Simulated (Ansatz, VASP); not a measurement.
Two plane-wave programs on MgI2

```xyz
3
Lattice="4.2072 0.0000 -0.3086 -2.1036 3.6435 0.1543 -0.5730 0.0000 7.8117" Properties=species:S:1:pos:R:3 pbc="T T T"
Mg    0.0000    0.0000    0.0000
I    -0.6929    2.4311    6.1480
I     2.2235    1.2124    1.5095
```

Change from the starting cell: engineering shear strain xz -0.1467, normal strain along z +0.0000.

Alike in both runs: functional PBE; k mesh 6 × 6 × 4; occupations gaussian, width 0.05 eV; no spin polarisation.

Ansatz relaxed the structure, and its values are those at the end. VASP's run is a single point on that final structure, the one shown.

```csv
,VASP,Ansatz
version,VASP 6.6.1,Ansatz 0.2.0
potentials or method,"VASP PAW PBE potentials, release 64 (Mg, I)","scalar-relativistic, plane waves, PAW"
plane-wave cutoff (eV),520,520
valence electrons in the cell,16,44
```

Ansatz gave:

* gap on the k mesh at the Fermi level (eV): 3.54
* least direct gap on the mesh (eV): 3.72
* pressure (GPa): 0.0

Question: Which values does VASP return?

Answer: gap on the k mesh at the Fermi level (eV): 3.52; least direct gap on the mesh (eV): 3.70; pressure (GPa): 0.0.

The functional is the same, so the differences come from potentials, cutoffs and numerics. The two sets of potentials don't hold the same shells in valence. Ansatz warned: «stress_scf_threshold_loose».

Caveats: spin-orbit coupling is left out, which moves the levels of the heavy elements. A k mesh can miss the band edges.
